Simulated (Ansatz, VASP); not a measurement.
Two plane-wave programs on BN

INCAR

```
SYSTEM = BN
PREC = Accurate ; ENCUT = 520
EDIFF = 1E-6 ; ISMEAR = 0
SIGMA = 0.05 ; LREAL = .False.
LASPH = .True. ; NELM = 100
ALGO = Normal ; ISIF = 2
LWAVE = .False. ; LCHARG = .True.
GGA = PE ; LELF = .True.
LVHAR = .True. ; NBANDS = 11
```

KPOINTS

```
Automatic mesh
0
Gamma
  12 12 12
  0 0 0
```

POSCAR

```
BN
1.0
    0.0000000000      1.9580410800      1.8855210400
    1.9580410800      0.0000000000      1.8855210400
    1.9580410800      1.9580410800      0.0000000000
B N
1 1
Direct
    0.0000000000      0.0000000000      0.0000000000
    0.7500000000      0.7500000000      0.7500000000
```

Input for Ansatz:

```yaml
crystal:
  lattice:
    - [0.0, 1.95804108, 1.88552104]
    - [1.95804108, 0.0, 1.88552104]
    - [1.95804108, 1.95804108, 0.0]
  atoms:
    - { symbol: B, position: [0.0, 0.0, 0.0] }
    - { symbol: "N", position: [0.75, 0.75, 0.75] }
basis:
  ecutwfc: 420
kpoints:
  mp_grid: { grid: [12, 12, 12] }
hamiltonian:
  xc: pbe
scf:
  occupations: { method: gaussian, width: 0.05 }
output:
  forces: true
  stress: true
  eigenvalues: true
```

Change from the starting cell: strain +0.080 along x and y, +0.040 along z, atoms carried along.

Alike in both runs: task single point; functional PBE; k mesh 12 × 12 × 12; occupations gaussian, width 0.05 eV; no spin polarisation.

|  | VASP | Ansatz |
| --- | --- | --- |
| version | VASP 6.6.1 | Ansatz 0.2.0 |
| potentials or method | VASP PAW PBE potentials, release 64 (B, N) | scalar-relativistic, plane waves, PAW |
| plane-wave cutoff (eV) | 520 | 420 |
| valence electrons in the cell | 8 | 8 |

```csv
,VASP,Ansatz,Ansatz less VASP
gap on the k mesh at the Fermi level (eV),3.68,3.69,+0.005
least direct gap on the mesh (eV),7.04,7.02,-0.020
pressure (GPa),-50.3,-50.1,+0.16
largest component of the traceless stress (GPa),12.03,12.03,-0.007
```

Caveats: the cell as given lies far from equilibrium; so large a pressure means that the cell lies far from this level's equilibrium, or that cutoff or potentials fall short (VASP). A k mesh can miss the band edges.
